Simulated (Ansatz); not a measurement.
**InN, response to strain**

Consider InN in the zinc blende structure (space group F-43m, No. 216; a = 4.9992 Å). Axes: x, y, z lie along the cube axes.

Strains are applied to the cell and any free atomic positions relax; under biaxial strain the out-of-plane vector relaxes too; under stress the whole cell relaxes.

Level of theory: Ansatz (a first-principles code) r2SCAN, without spin-orbit coupling.

Notes on the quantities. pressure: mean of the normal stresses, compression positive; energy relative to the base: free energy F.

```tsv
variant	volume per atom	pressure	energy relative to the base
base	15.62 Å³	0.0 GPa	0 meV/atom
biaxial strain −0.74 %, plane normal [001], relaxed out of plane	15.54 Å³	0.7 GPa	+0.7 meV/atom
biaxial strain −3.74 %, plane normal [110], relaxed out of plane	14.96 Å³	6.2 GPa	+34 meV/atom
biaxial strain +3.64 %, plane normal [111], relaxed out of plane	16.39 Å³	-6.1 GPa	+34 meV/atom
isotropic strain −1.30 %	15.02 Å³	6.0 GPa	+11 meV/atom
isotropic strain +4.40 %	17.77 Å³	-13.4 GPa	+102 meV/atom
tensor shear ε_xz = +2.90 %	15.60 Å³	0.0 GPa	+14 meV/atom
uniaxial stress, 3 GPa compression along z	15.48 Å³	–	+7.0 meV/atom
tensor shear ε_xy = −0.77 %	15.62 Å³	0.0 GPa	+1.0 meV/atom
uniaxial stress, 0.5 GPa compression along z	15.60 Å³	–	+0.2 meV/atom
```

A case with no gap was solved on a k-mesh chosen for an insulator, which is coarse for it. Stability under load was not tested beyond the relaxation. The final runs are not spin-polarised. This is not the structure that InN has at room temperature and ambient pressure.
